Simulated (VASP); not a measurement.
# ZnS (F-43m) in VASP: further runs, part 2 of 2

VASP 6.6.1. The steps go on from the part before.

### Step 4. Single point, HSE06

File POSCAR:

```
ZnS
1.0
    0.0000000000      2.7020000000      2.7020000000
    2.7020000000      0.0000000000      2.7020000000
    2.7020000000      2.7020000000      0.0000000000
Zn S
1 1
Direct
    0.7500000000      0.7500000000      0.7500000000
    0.0000000000      0.0000000000      0.0000000000
```

File INCAR.step1:

```
SYSTEM = ZnS
ALGO = Normal ; EDIFF = 1E-5
ENCUT = 280 ; GGA = PE
ISIF = 2 ; ISMEAR = 0
LASPH = .True. ; LREAL = .False.
LWAVE = .True. ; NBANDS = 17
NELM = 100 ; NKRED = 1
PREC = Accurate ; SIGMA = 0.01
```

File INCAR.step2:

```
SYSTEM = ZnS
ALGO = Normal ; EDIFF = 1E-6
ENCUT = 280 ; GGA = PE
HFSCREEN = 0.2 ; ISIF = 2
ISMEAR = 0 ; ISTART = 1
LASPH = .True. ; LCHARG = .False.
LHFCALC = .True. ; LREAL = .False.
LWAVE = .False. ; NBANDS = 17
NELM = 100 ; NKRED = 1
PREC = Accurate ; PRECFOCK = Fast
SIGMA = 0.01
```

File KPOINTS:

```
k-points
0
Gamma
  6 6 6
  0 0 0
```

Potentials or basis: VASP PAW PBE potentials, release 64 (Zn, S).

On the command line:

```
> cat potpaw_PBE.64/Zn/POTCAR potpaw_PBE.64/S/POTCAR > POTCAR
> cp INCAR.step1 INCAR
> mpirun -np 1 vasp_std > vasp.out
> cp INCAR.step2 INCAR
> mpirun -np 1 vasp_std > vasp.out
```

OUTCAR:

```text
SYSTEM = ZnS
   EDIFF = 1E-6
   ENCUT = 280
   GGA = PE
   HFSCREEN = 0.2
   ISIF = 2
   ISMEAR = 0
   ISTART = 1
   LASPH = .True.
   LHFCALC = .True.
   LREAL = .False.
   NELM = 100
   NKRED = 1
   PREC = Accurate
   PRECFOCK = Fast

 Found     16 irreducible k-points:

 Following reciprocal coordinates:
            Coordinates               Weight
  0.000000  0.000000  0.000000      1.000000
[... 206 lines left out ...]
     17      19.8031      0.00000

 [... further k-points ...]

------------------------ aborting loop because EDIFF is reached ----------------------------------------

  FORCE on cell =-STRESS in cart. coord.  units (eV):
  Direction    XX          YY          ZZ          XY          YZ          ZX
  --------------------------------------------------------------------------------------
  -------------------------------------------------------------------------------------
  Total        0.0122938      0.0122938      0.0122938      0.0000000     -0.0000000     -0.0000000
  in kB        0.4992415      0.4992415      0.4992415      0.0000000     -0.0000000     -0.0000000
  external PRESSURE =       0.4992415 kB  Pullay stress =       0.0000000 kB

 VOLUME and BASIS-vectors are now :
 -----------------------------------------------------------------------------
  energy-cutoff  :      280.00
  volume of cell :       39.45
      direct lattice vectors                 reciprocal lattice vectors
     0.000000000  2.702000000  2.702000000    -0.185048113  0.185048113  0.185048113
     2.702000000  0.000000000  2.702000000     0.185048113 -0.185048113  0.185048113
     2.702000000  2.702000000  0.000000000     0.185048113  0.185048113 -0.185048113

 POSITION                                       TOTAL-FORCE (eV/Angst)
 -----------------------------------------------------------------------------------
      4.05300      4.05300      4.05300         0.000000     -0.000000      0.000000
      0.00000      0.00000      0.00000        -0.000000      0.000000     -0.000000
 -----------------------------------------------------------------------------------
    total drift:                                0.000125      0.000110      0.000075

  FREE ENERGIE OF THE ION-ELECTRON SYSTEM (eV)
  ---------------------------------------------------
  free  energy   TOTEN  =        -8.3785369326 eV

  energy  without entropy=       -8.3785369326  energy(sigma->0) =       -8.37853693
```

OUTCAR.step1:

```text
SYSTEM = ZnS
   EDIFF = 1E-5
   ENCUT = 280
   GGA = PE
   ISIF = 2
   ISMEAR = 0
[... 234 lines left out ...]
      4.05300      4.05300      4.05300        -0.000000     -0.000000     -0.000000
      0.00000      0.00000      0.00000         0.000000      0.000000      0.000000
 -----------------------------------------------------------------------------------
    total drift:                               -0.000002     -0.000002     -0.000002

  FREE ENERGIE OF THE ION-ELECTRON SYSTEM (eV)
  ---------------------------------------------------
  free  energy   TOTEN  =        -6.8339850851 eV

  energy  without entropy=       -6.8339850851  energy(sigma->0) =       -6.83398509
```

OSZICAR.step1:

```text
N       E                     dE             d eps       ncg     rms          rms(c)
DAV:   1     0.624849715786E+02    0.62485E+02   -0.58089E+03   544   0.802E+02
DAV:   2    -0.365551222703E+01   -0.66140E+02   -0.63066E+02   630   0.181E+02
DAV:   3    -0.723373574603E+01   -0.35782E+01   -0.35581E+01   641   0.441E+01
DAV:   4    -0.726099018924E+01   -0.27254E-01   -0.27244E-01   659   0.401E+00
DAV:   5    -0.726118022338E+01   -0.19003E-03   -0.19001E-03   663   0.319E-01    0.691E+00
DAV:   6    -0.685615078593E+01    0.40503E+00   -0.65909E-01   773   0.258E+01    0.537E+00
DAV:   7    -0.683445085521E+01    0.21700E-01   -0.21876E-01   631   0.361E+00    0.273E+00
DAV:   8    -0.683363079011E+01    0.82007E-03   -0.45291E-03   602   0.709E-01    0.664E-01
DAV:   9    -0.683383294342E+01   -0.20215E-03   -0.11366E-03   614   0.243E-01    0.101E-01
DAV:  10    -0.683400378478E+01   -0.17084E-03   -0.27818E-04   601   0.171E-01    0.763E-02
DAV:  11    -0.683398497773E+01    0.18807E-04   -0.60680E-05   632   0.114E-01    0.971E-03
DAV:  12    -0.683398508506E+01   -0.10733E-06   -0.37124E-06   341   0.152E-02
   1 F= -.68339851E+01 E0= -.68339851E+01  d E =-.531806E-23
```

It took 9.2 min on 1 thread of AMD EPYC 7R13 (Zen 3), shared host; peak memory 0.2 GiB.

These settings aren't checked as converged: the numbers below hold their error.

What came out:

* Free energy: -8.3785 eV
* Band gap on the k mesh: 3.34 eV, direct

Caveat: the cutoff is under 1.25 times the usual one of these potentials, so pressure, stress and relaxed cells hold a basis-set (Pulay) error; the PAW data sets were made with another functional, which shifts forces and pressure a little.

### Step 5. Single point, HSE06

POSCAR is that of step 4.

Changes to INCAR.step1 since step 4:

```diff
@@ -2,3 +2,3 @@
 ALGO = Normal ; EDIFF = 1E-5
-ENCUT = 280 ; GGA = PE
+ENCUT = 520 ; GGA = PE
 ISIF = 2 ; ISMEAR = 0
```

Changes to INCAR.step2 since step 4:

```diff
@@ -2,3 +2,3 @@
 ALGO = Normal ; EDIFF = 1E-6
-ENCUT = 280 ; GGA = PE
+ENCUT = 520 ; GGA = PE
 HFSCREEN = 0.2 ; ISIF = 2
```

File KPOINTS:

```
k-points
0
Gamma
  5 5 5
  0 0 0
```

On the command line:

```
> cat potpaw_PBE.64/Zn/POTCAR potpaw_PBE.64/S/POTCAR > POTCAR
> cp INCAR.step1 INCAR
> mpirun -np 1 vasp_std > vasp.out
> cp INCAR.step2 INCAR
> mpirun -np 1 vasp_std > vasp.out
```

Run time: 5.2 min. Hardware: 1 thread of AMD EPYC 7R13 (Zen 3), shared host; peak memory 0.23 GiB.

The run converged, but some of its settings lie outside the range that counts as converged, so its numbers aren't taken as properties of the crystal.

Results:

* Free energy: -8.3865 eV
* Pressure: 1.0 GPa
* Band gap on the k mesh: 3.35 eV, direct

Caveat: the PAW data sets were made with another functional, which shifts forces and pressure a little.

### Step 6. For comparison

An earlier run on the cell as given: functional PBEsol; potentials or basis VASP PAW PBE potentials, release 64 (Zn, S); cutoff 520 eV; k mesh 9 × 9 × 9; occupations fermi-dirac, width 0.05 eV; no spin polarisation.

- Pressure: -1.8 GPa
- Band gap on the k mesh: 1.98 eV, direct
